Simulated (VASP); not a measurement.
# Cu under changes of volume

One of the cells (12.047 Å³/atom); the others are scaled copies at fixed shape and fractional positions:

```
Cu
1.0
     0.00000    1.81947    1.81947
     1.81947    0.00000    1.81947
     1.81947    1.81947    0.00000
Cu
1
Direct
  0.00000 0.00000 0.00000
```

| Property | Result |
| --- | --- |
| Program | VASP 6.6.1 |
| Functional | r2SCAN |
| Potentials or basis | VASP PAW PBE potentials, release 64 (Cu) |
| Cutoff | 520 eV |
| k mesh | 13 × 13 × 13 |
| Occupations | fermi-dirac, width 0.05 eV |
| Spin | no spin polarisation |

```csv
volume (Å³/atom),energy over the lowest point (meV/atom),pressure (GPa)
11.102,6.69,5.8
11.338,0.70,2.0
11.574,0.00,-1.4
12.047,?,?
12.283,23.73,-9.3
12.519,38.63,-11.3
```

Problem. What does the run at 12.047 Å³/atom give?

Solution. Energy over the lowest point 12.04 meV/atom; pressure -7.0 GPa.

Worked out: A Birch-Murnaghan fit of order 3 (a polynomial in V^(-2/3)) to the other rows has its minimum at 11.49 Å³/atom with B0 = V·E''(V) = 161 GPa and B' = 5.1. It gives 12.04 meV/atom at 12.047 Å³/atom, against the run's 12.04, and -dE/dV = -6.8 GPa, against -7.0.

Energies are extrapolated to zero smearing.

Caveats: the PAW data sets were made with another functional, which shifts forces and pressure a little.
